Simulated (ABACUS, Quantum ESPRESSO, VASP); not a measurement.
# KMgF3: energy against volume and a worked fit

```
K Mg F
1.0
     3.98590    0.00000    0.00000
     0.00000    3.98590    0.00000
     0.00000    0.00000    3.98590
K Mg F
1 1 3
Direct
  0.50000 0.50000 0.50000
  0.00000 0.00000 0.00000
  0.00000 0.00000 0.50000
  0.00000 0.50000 0.00000
  0.50000 0.00000 0.00000
```

The cell was scaled at fixed shape and fractions and run with VASP, PBE PAW files F, K_sv, Mg, 520 eV; PBE, k mesh 7 × 7 × 7 on the cell of 5 atoms, fermi-dirac occupations of 0.05 eV, no spin polarisation, no spin-orbit coupling. Energies are those that the program minimises, any entropy of the smearing included.

| V (Å³/atom) | energy over the lowest row (meV/atom) |
| --- | --- |
| 11.9052 | 37.47 |
| 12.1585 | 24.11 |
| 12.4118 | 14.02 |
| 12.6651 | 6.83 |
| 12.9184 | ? |
| 13.1717 | 0.06 |
| 13.4250 | 0.00 |

Fit the third-order Birch-Murnaghan form, give V0, B0 and B′, and predict the energy left open.

With y = (V0/V)^(2/3), E = E0 + (9 V0 B0/16) [(y - 1)³ B′ + (y - 1)² (6 - 4y)]. Least squares through the rows shown give V0 = 13.3059 Å³/atom, E0 = -0.22 meV, B0 = 66.92 GPa (1 eV/Å³ = 160.218 GPa) and B′ = 4.45, with a largest miss of 0.01 meV. At V = 12.9184 the form with these constants gives 2.27 meV; the run gave 2.27 meV an atom. Other set-ups at this level, from all their volumes (Å³/atom, GPa): ABACUS, PseudoDojo NC SR 0.4.1 PBE standard, plane waves: V0 13.300, B0 66.14; Quantum ESPRESSO, SSSP 1.3 efficiency PBE: V0 13.283, B0 67.63.
